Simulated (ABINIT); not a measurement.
# Si (Fd-3m) in ABINIT: settings compared

One crystal, Si, is run at these levels: WC, LDA, r2SCAN, OLYP; tasks: band structure, equation of state.

All numbers are computed with ABINIT 10.8.3 (patched build); they aren't measurements. Logs are shortened: lines on timing, memory, paths and dates and some standing lists are left out, and cuts for length are marked. The log counts tension as positive stress, the text compression.

## (1) Starting point

It takes space group Fd-3m (No. 227, cubic). The conventional cell has a = 5.444 Å, b = 5.444 Å, c = 5.444 Å, α = 90.00°, β = 90.00°, γ = 90.00°. Si (site symmetry -43m) has 4 Si at 2.36 Å as nearest neighbours.

## (2) Band structure, WC

run.abi

```
# Datasets: ground state, then fixed potential
ndtset 2

# Pseudopotentials
pp_dirpath "./"
pseudos "Si.GGA_PBE-JTH.xml"

# Structure
acell 3.8492788627 3.8492788627 3.8492788627 Angstrom
rprim
     0.0000000000     0.7071067812     0.7071067812
     0.7071067812     0.0000000000     0.7071067812
     0.7071067812     0.7071067812     0.0000000000
ntypat 1
znucl 14
natom 2
typat 1 1
xred
     0.5000000000     0.5000000000     0.5000000000
     0.7500000000     0.7500000000     0.7500000000

# Plane-wave basis
ecut 15.0
pawecutdg 30.0

# Exchange and correlation
ixc 23

# Bands and occupations
occopt 3
tsmear 0.05 eV

# SCF cycle
nstep 100

# Output
iomode 3
prtwf 0
prteig 0
prtebands 0
enunit 1
prtden1 1

# Dataset 1
kptopt1 1
ngkpt1 8 8 8
nshiftk1 1
shiftk1 0.0 0.0 0.0
nband1 8
tolvrs1 1.0e-9

# Dataset 2: bands along G-X-W-K-G-L-U-W-L-K
iscf2 -2
getden2 1
nband2 12
nbdbuf2 2
tolwfr2 1.0e-12
kptopt2 -9
ndivsm2 8
prteig2 1
kptbounds2
     0.0000000000     0.0000000000     0.0000000000
     0.5000000000     0.0000000000     0.5000000000
     0.5000000000     0.2500000000     0.7500000000
     0.3750000000     0.3750000000     0.7500000000
     0.0000000000     0.0000000000     0.0000000000
     0.5000000000     0.5000000000     0.5000000000
     0.6250000000     0.2500000000     0.6250000000
     0.5000000000     0.2500000000     0.7500000000
     0.5000000000     0.5000000000     0.5000000000
     0.3750000000     0.3750000000     0.7500000000
```

Potentials or basis: JTH PAW PBE v2.0.

Launch:

```console
> abinit run.abi > log 2>&1
```

run.abo:

```text
.Version 10.8.3 of ABINIT
 DATASET    1 : space group Fd -3 m (#227); Bravais cF (face-center cubic)
================================================================================
 Values of the parameters that define the memory need for DATASET  1.
     intxc =       0    ionmov =       0      iscf =      17    lmnmax =       8
     lnmax =       4     mgfft =      27  mpssoang =       2    mqgrid =    3001
     natom =       2  nloc_mem =       2    nspden =       1   nspinor =       1
    nsppol =       1      nsym =      48    n1xccc =       1    ntypat =       1
    occopt =       3   xclevel =       2
       mpw =         775          nfft =       19683          nkpt =          29
 PAW method is used; the additional fine FFT grid is defined by:
   mgfftf=        36    nfftf =     46656
================================================================================
================================================================================

 DATASET    2 : space group Fd -3 m (#227); Bravais cF (face-center cubic)
================================================================================
 Values of the parameters that define the memory need for DATASET  2.
     intxc =       0    ionmov =       0      iscf =      -2    lmnmax =       8
     lnmax =       4     mgfft =      27  mpssoang =       2    mqgrid =    3001
     natom =       2  nloc_mem =       2    nspden =       1   nspinor =       1
    nsppol =       1      nsym =      48    n1xccc =       1    ntypat =       1
    occopt =       3   xclevel =       2
       mpw =         769          nfft =       19683          nkpt =         139
 PAW method is used; the additional fine FFT grid is defined by:
   mgfftf=        36    nfftf =     46656
================================================================================
================================================================================

--------------------------------------------------------------------------------
------------- Echo of variables that govern the present computation ------------
--------------------------------------------------------------------------------
 -outvars: echo values of preprocessed input variables --------
            acell      7.2740828327E+00  7.2740828327E+00  7.2740828327E+00 Bohr
              amu      2.80855000E+01
             ecut      1.50000000E+01 Hartree
           enunit           1
           getden1          0
           getden2          1
             iscf1         17
             iscf2         -2
                       outvar_i_n : Printing only first  50 k-points.
              ixc          23
           jdtset        1    2
                       outvar_i_n : Printing only first  50 k-points.
           kptopt1          1
           kptopt2         -9
         kptrlatt        8    0    0      0    8    0      0    0    8
          kptrlen1     5.81926627E+01
          kptrlen2     3.00000000E+01
[... 990 lines left out ...]
...

 Integrated electronic density in atomic spheres:
 ------------------------------------------------
 Atom  Sphere_radius  Integrated_density
    1        1.90945          1.54967841
    2        1.90945          1.54967841

================================================================================

 ----iterations are completed or convergence reached----

 Mean square residual over all n,k,spin=   60.829E-14; max=  99.736E-14
 reduced coordinates (array xred) for    2 atoms
       0.500000000000      0.500000000000      0.500000000000
       0.750000000000      0.750000000000      0.750000000000

 cartesian coordinates (angstrom) at end:
    1      2.72185118654499     2.72185118654499     2.72185118654499
    2      4.08277677981749     4.08277677981749     4.08277677981749
 length scales=  7.274082832749  7.274082832749  7.274082832749 bohr
              =  3.849278862700  3.849278862700  3.849278862700 angstroms
 Eigenvalues (   eV  ) for nkpt= 139  k points:
 kpt#   1, nband= 12, wtk=  1.00000, kpt=  0.0000  0.0000  0.0000 (reduced coord)
  -6.78318    5.16436    5.16436    5.16436    7.70850    7.70850    7.70850    8.36570
  12.80108   13.01812   13.01812   16.28711
 kpt#   2, nband= 12, wtk=  1.00000, kpt=  0.0217  0.0000  0.0217 (reduced coord)
  -6.77488    5.10602    5.12838    5.12838    7.68664    7.75469    7.75469    8.42277
  12.83921   12.94290   13.02730   16.30367
 kpt#   3, nband= 12, wtk=  1.00000, kpt=  0.0435  0.0000  0.0435 (reduced coord)
  -6.75009    4.94269    5.02775    5.02775    7.62319    7.88588    7.88588    8.58052
  12.73812   12.95139   13.05485   16.34699
 kpt#   4, nband= 12, wtk=  1.00000, kpt=  0.0652  0.0000  0.0652 (reduced coord)
  -6.70888    4.70038    4.87932    4.87932    7.52389    8.08511    8.08511    8.80682
  12.45127   13.10077   13.13173   16.42053
 kpt#   5, nband= 12, wtk=  1.00000, kpt=  0.0870  0.0000  0.0870 (reduced coord)
  -6.65126    4.40473    4.70063    4.70063    7.39649    8.33467    8.33467    9.06243
  12.13533   13.16504   13.37214   16.52412
 kpt#   6, nband= 12, wtk=  1.00000, kpt=  0.1087  0.0000  0.1087 (reduced coord)
  -6.57731    4.07468    4.50539    4.50539    7.24919    8.62054    8.62054    9.30052
[... 386 lines left out ...]
  -3.64820   -1.66305    1.09567    3.06517    6.70231   10.66866   11.05863   11.22047
  13.76323   13.89031   17.97567   19.40699
 kpt# 136, nband= 12, wtk=  1.00000, kpt=  0.4018  0.4018  0.6964 (reduced coord)
  -3.49103   -1.72694    0.92671    2.96669    6.57634   10.37662   11.48680   11.61374
  13.63730   13.76272   18.59965   19.71246
 kpt# 137, nband= 12, wtk=  1.00000, kpt=  0.3929  0.3929  0.7143 (reduced coord)
  -3.32974   -1.82843    0.82946    2.87809    6.46473    9.99108   11.91486   12.12513
  13.50307   13.67116   19.23193   19.94057
 kpt# 138, nband= 12, wtk=  1.00000, kpt=  0.3839  0.3839  0.7321 (reduced coord)
  -3.17684   -1.95363    0.80287    2.80060    6.36935    9.60714   12.31158   12.65739
  13.36754   13.64474   19.65680   20.22278
 kpt# 139, nband= 12, wtk=  1.00000, kpt=  0.3750  0.3750  0.7500 (reduced coord)
  -3.06164   -2.06492    0.83856    2.73514    6.29127    9.23746   12.60947   13.14527
  13.28591   13.74860   19.67285   20.30139

== END DATASET(S) ==============================================================
================================================================================

 -outvars: echo values of variables after computation  --------
            acell      7.2740828327E+00  7.2740828327E+00  7.2740828327E+00 Bohr
           etotal1    -7.9659993660E+00
            fcart1     2.8792447301E-28 -1.3087476046E-28 -1.3087476046E-28
                      -2.8792447301E-28  1.3087476046E-28  1.3087476046E-28
            rprim      0.0000000000E+00  7.0710678120E-01  7.0710678120E-01
                       7.0710678120E-01  0.0000000000E+00  7.0710678120E-01
                       7.0710678120E-01  7.0710678120E-01  0.0000000000E+00
           strten1     2.2150571859E-05  2.2150571859E-05  2.2150571859E-05
                       0.0000000000E+00  0.0000000000E+00  0.0000000000E+00
           xangst      2.7218511865E+00  2.7218511865E+00  2.7218511865E+00
                       4.0827767798E+00  4.0827767798E+00  4.0827767798E+00
             xred      5.0000000000E-01  5.0000000000E-01  5.0000000000E-01
                       7.5000000000E-01  7.5000000000E-01  7.5000000000E-01
 Calculation completed.
```

Run time: 28 s. Hardware: 1 thread of Intel Xeon 6975P-C (Granite Rapids), shared host; peak memory 0.12 GiB.

Results:

```yaml
Free_energy: -216.7659 eV
Pressure: -0.7 GPa
Band_gap_on_the_k_mesh: 0.54 eV, indirect (least direct gap 2.54 eV)
Band_gap_along_the_path: 0.49 eV, indirect (least direct gap 2.54 eV)
Valence_electrons_inside_the_program's_atomic_spheres: Si 1.55 (radii [1.0104] Å)
```

Levels at the corners of the path, in eV from the valence-band top:
```
point  band 2  band 3  band 4  band 5  band 6  band 7
    Γ    0.00    0.00    0.00    2.54    2.54    2.54
    X   -7.82   -2.86   -2.86    0.63    0.63   10.03
    W   -7.65   -3.87   -3.87    4.22    4.22    4.95
    K   -7.23   -4.33   -2.43    1.13    4.07    7.45
    Γ    0.00    0.00    0.00    2.54    2.54    2.54
    L   -6.98   -1.20   -1.20    1.44    3.33    3.33
    U   -7.23   -4.33   -2.43    1.13    4.07    7.45
    W   -7.65   -3.87   -3.87    4.22    4.22    4.95
    L   -6.98   -1.20   -1.20    1.44    3.33    3.33
    K   -7.23   -4.33   -2.43    1.13    4.07    7.45
```

Caveat: the PAW data sets were made with another functional, which shifts forces and pressure a little.

(Part 1 of 2 ends here.)
